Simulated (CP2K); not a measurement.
# Ag: single point with PBEsol

The system is Ag.

```
Ag
1.0
     2.93000    0.00000    0.00000
    -1.46500    2.53745    0.00000
     0.00000    0.00000    4.79000
Ag
2
Direct
  0.66667 0.33333 0.75000
  0.33333 0.66667 0.25000
```

This isn't the form of Ag at room conditions, which is fcc.

* Program: CP2K 2026.2
* Task: single point
* Functional: PBEsol
* Potentials or basis: POTENTIAL_UZH Ag GTH-PBE-q11; TZVP-MOLOPT-PBE-GTH basis
* Density cutoff: 6123 eV
* k mesh: 10 × 10 × 6
* Occupations: fermi-dirac, width 0.05 eV
* Spin: no spin polarisation
* SCF solver: diagonalisation with k points
* Quickstep method: GPW
* EPS_DEFAULT: 1.0E-10
* EPS_SCF: 1.0E-6
* MAX_SCF: 100
* SCF_GUESS: ATOMIC
* k points reduced by the point group: yes
* Mesh centred on Gamma: yes
* CHOLESKY: OFF
* EPS_EIGVAL: 1.0E-7
* MIXING METHOD: BROYDEN_MIXING
* MIXING ALPHA: 0.4
* NBUFFER: 8
* NGRIDS: 4
* Basis sets: Ag TZVP-MOLOPT-PBE-GTH-q11
* Potentials: Ag GTH-PBE-q11 of POTENTIAL_UZH
* ADDED_MOS: [16]
* REL_CUTOFF (Ry): 60 Ry
* MIXING BETA (1/bohr): 1.5 1/bohr
* CUTOFF of the grids: 450 Ry

```yaml
Pressure: -5.7 GPa
Band_gap_on_the_k_mesh: none (metal or under the smearing width)
```

Stress tensor (GPa, compression positive):
```
-5.52  0.00  0.00
 0.00 -5.52  0.00
 0.00  0.00 -6.13
```

Levels at points of the mesh, in eV from the Fermi level:
```tsv
k point	band 9	band 10	band 11	band 12	band 13	band 14
(0.00, 0.00, 0.00)	-3.92	-2.98	-2.98	-0.35	3.42	18.37
(0.00, 0.00, 0.50)	-3.27	-3.27	-3.27	-3.27	12.12	12.12
(0.00, 0.50, 0.00)	-2.81	-2.72	0.11	1.49	6.88	7.24
(0.00, 0.50, 0.50)	-2.77	-2.77	0.79	0.79	4.43	4.43
```

Wall time 120 s on 1 thread of Arm Neoverse V2 (shared host), peak memory 0.43 GiB.

Caveat: the potentials were made for another functional, which shifts forces and pressure; the basis of atomic orbitals isn't converged, which shifts pressures, moduli and gaps.
